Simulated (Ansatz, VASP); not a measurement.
**Mg2ZnO3 in VASP and in Ansatz**

```xyz
6
Lattice="3.0330 0.0000 0.0000 -1.5165 2.6267 0.0000 0.0000 0.0000 7.4033" Properties=species:S:1:pos:R:3 pbc="T T T"
Mg    0.0000    1.7511    4.9291
Mg    1.5165    0.8756    2.4742
Zn    0.0000    0.0000    0.0000
O     0.0000    1.7511    1.2780
O     1.5165    0.8756    6.1254
O     0.0000    0.0000    3.7017
```

The cell comes from a database or a generator and needn't be the stable form of this composition.

Alike in both runs: task single point; functional PBEsol; dispersion D4; k mesh 7 × 7 × 3; no spin polarisation; Hubbard terms Zn d U = 2.0 eV.

```csv
,VASP,Ansatz
version,VASP 6.6.1,Ansatz 0.2.0
potentials or method,"VASP PAW PBE potentials, release 64 (Mg, Zn, O)","plane waves, PAW"
plane-wave cutoff (eV),520,420
occupations,"gaussian, width 0.01 eV",fixed
valence electrons in the cell,34,50
```

```tsv
	VASP	Ansatz	Ansatz less VASP
gap on the k mesh at the Fermi level (eV)	2.93	2.91	-0.021
dispersion energy (meV/atom)	-110.4	-110.4	-0.02
```

The programs project onto different local orbitals, so the same U acts differently. The two sets of potentials don't hold the same shells in valence.

Caveats: an odd mesh through Γ misses points on the zone boundary, where band edges often lie.
